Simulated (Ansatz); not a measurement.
Computed frozen-phonon scan: LaAlO3 (cubic perovskite)

Starting cell, LaAlO3 (cubic perovskite):

```
CELL_PARAMETERS angstrom
      7.62482     0.00000     0.00000
      3.81241     3.81241     0.00000
      0.00000     0.00000     3.81241
ATOMIC_POSITIONS crystal
  La 0.00000 0.00000 0.00000
  La 0.50000 0.00000 0.00000
  Al 0.00000 0.50000 0.50000
  Al 0.50000 0.50000 0.50000
  O  0.75000 0.50000 0.50000
  O  0.25000 0.50000 0.50000
  O  0.00000 0.50000 0.00000
  O  0.50000 0.50000 0.00000
  O  0.25000 0.00000 0.50000
  O  0.75000 0.00000 0.50000
```

The atoms are displaced by Q × the pattern below (from a DFPT mode at M = (0.5, 0.5, 0.0), largest move 1; Q in Å), at fixed cell. (q is in reciprocal vectors of the primitive cell; the cell shown is doubled to hold the pattern.)

```csv
atom,x,y,z
O5,0.000,1.000,0.000
O6,0.000,-1.000,0.000
O9,-1.000,0.000,0.000
O10,1.000,0.000,0.000
```

Atoms not listed stay in place.

Method: PBE (plane waves to 420 eV, PAW, scalar-relativistic; Ansatz, a quantum-chemistry and plane-wave program). k mesh 9×9×9 (Γ-centred), Fermi-Dirac smearing 0.05 eV. E stands for the smeared free energy. Stress and pressure are positive under compression. LaAlO3 is run without spin polarisation. LaAlO3 was relaxed with its symmetry unable to fall. This is a high-temperature form of LaAlO3. The zero of ΔE is the undisplaced structure.

| Q (Å) | ΔE (meV/cell) | −dE/dQ from forces (eV/Å) | P (GPa) |
|---|---|---|---|
| -0.176 | 9.3 | 0.278 | 0.76 |
| -0.147 | 3.2 | 0.147 | 0.53 |
| -0.117 | 0.3 | 0.059 | 0.34 |
| -0.088 | -0.6 | 0.009 | 0.19 |
| -0.059 | -0.5 | -0.011 | 0.09 |
| -0.029 | -0.2 | -0.011 | 0.03 |
| 0.000 | 0.0 | 0.000 | 0.01 |
| 0.029 | -0.2 | 0.011 | 0.03 |
| 0.059 | -0.5 | 0.011 | 0.09 |
| 0.088 | -0.6 | -0.009 | 0.19 |
| 0.117 | 0.3 | -0.059 | 0.34 |
| 0.147 | 3.2 | -0.147 | 0.53 |
| 0.176 | 9.3 | -0.278 | 0.76 |

Summary:

The energy at Q = 0.176 Å is 9.3 meV/cell. Space group of the distorted cell: P4/mbm (No. 127), lowered from Pm-3m. Symmetry of the curve: even: the same for both signs. Harmonic wavenumber from the curvature (finite differences): 43i cm⁻¹. Wavenumber by perturbation theory (DFPT, on another k mesh): 43i cm⁻¹.

The 13 points together took around 4 core-minutes (rough).

(For displaced atoms, the force is minus the slope of the energy, and its curvature is a force constant, which sets phonon frequencies.)
